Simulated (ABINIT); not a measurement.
Runs of ABINIT 10.8.3 (patched build) on I. Symmetry: Cmce, No. 64, orthorhombic system. Conventional cell: a = 7.270 Å, b = 4.790 Å, c = 9.793 Å, α = 90.00°, β = 90.00°, γ = 90.00°. Around I (site symmetry m) lie 1 I at 2.68 Å. 

```tsv
task	level	potentials or basis	k mesh	gap on the mesh (eV)	pressure (GPa)	largest force (eV/Å)
band structure	SOGGA	JTH PAW PBE v2.0	7 × 7 × 3	1.27	-0.1	0.86
single point	PBEsol	JTH PAW PBE v2.0	4 × 4 × 2	1.25	0.3	(c)
band structure	PW91	JTH PAW PBE v2.0	7 × 7 × 3	1.29	1.9	1.03
band structure	LDA-PZ	JTH PAW LDA v2.0	7 × 7 × 3	1.20	-0.7	0.89
band structure	BLYP	JTH PAW PBE v2.0	7 × 7 × 3	1.29	4.1	1.26
single point	PBE	JTH PAW PBE v2.0	9 × 9 × 4	1.30	1.9	1.00
band structure	PBE	JTH PAW PBE v2.0	7 × 7 × 3	1.31	1.9	1.00
band structure	revPBE	JTH PAW PBE v2.0	7 × 7 × 3	(d)	3.0	0.98
band structure	WC	JTH PAW PBE v2.0	7 × 7 × 3	1.25	0.3	0.97
band structure	HCTH407	JTH PAW PBE v2.0	7 × 7 × 3	(a)	4.1	0.58
single point	LDA	JTH PAW LDA v2.0	6 × 6 × 2	(b)	-0.7	0.88
band structure	LDA	JTH PAW LDA v2.0	7 × 7 × 3	1.20	-0.7	0.88
```

Alike in all rows: no spin polarisation; cell as given; cutoff (eV) 408; smearing fermi-dirac 0.05 eV.

Q: Estimate the missing entries.

A: (a) 1.37; (b) 1.19; (c) 0.91; (d) 1.35.

Caveats: spin-orbit coupling is left out, which moves the levels of the heavy elements; the PAW data sets were made with another functional, which shifts forces and pressure a little (some runs); an odd mesh through Γ misses points on the zone boundary, where band edges often lie (some runs).

A k mesh can miss the band edges, and the runs leave out spin-orbit coupling on I.
